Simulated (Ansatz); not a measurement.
Start from AlSb in the zinc blende structure (space group F-43m, No. 216).

```xyz
2
Lattice="0.0000 3.1128 3.1128 3.1128 0.0000 3.1128 3.1128 3.1128 0.0000" Properties=species:S:1:pos:R:3 pbc="T T T"
Sb     4.6692     4.6692     4.6692
Al     0.0000     0.0000     0.0000
```

Cartesian axes are those of the cell as printed.

Method: DFT with PBE, PAW potentials and a 420 eV plane-wave cutoff in Ansatz (an electronic-structure program), scalar-relativistic without spin-orbit coupling, earlier PAW set.

Base values:

* **Smallest direct gap**: 1.28 eV
* **Shortest interatomic distance**: 2.696 Å
* **Valence-band top at Γ**: 0.00, 0.00, 0.00 eV

Now apply this change: a free-standing slab of 4 layers (8 atoms, 2 a layer) is cut normal to [110], with 15 Å of vacuum and the in-plane cell held at bulk.

Estimate the effect on the smallest direct gap.

The smallest direct gap grows by 0.01 eV to 1.29 eV.

Estimate the effect on the shortest interatomic distance.

The shortest interatomic distance decreases by 0.029 Å (2.696 Å → 2.667 Å).

What happens to the gap character?

The gap character comes out as indirect, Γ → k = (0.455, 0, 0) in the run's primitive reciprocal basis.

Predict the new valence-band top at Γ.

The valence-band top at Γ (three highest levels, from the VBM) becomes 0.00, -0.44, -0.52 eV (base: 0.00, 0.00, 0.00 eV).

Spin-orbit coupling, missing from the scalar runs, can matter with Sb. Stability against distortions was not tested. Labels are those of the standard path for the cell's own space group.
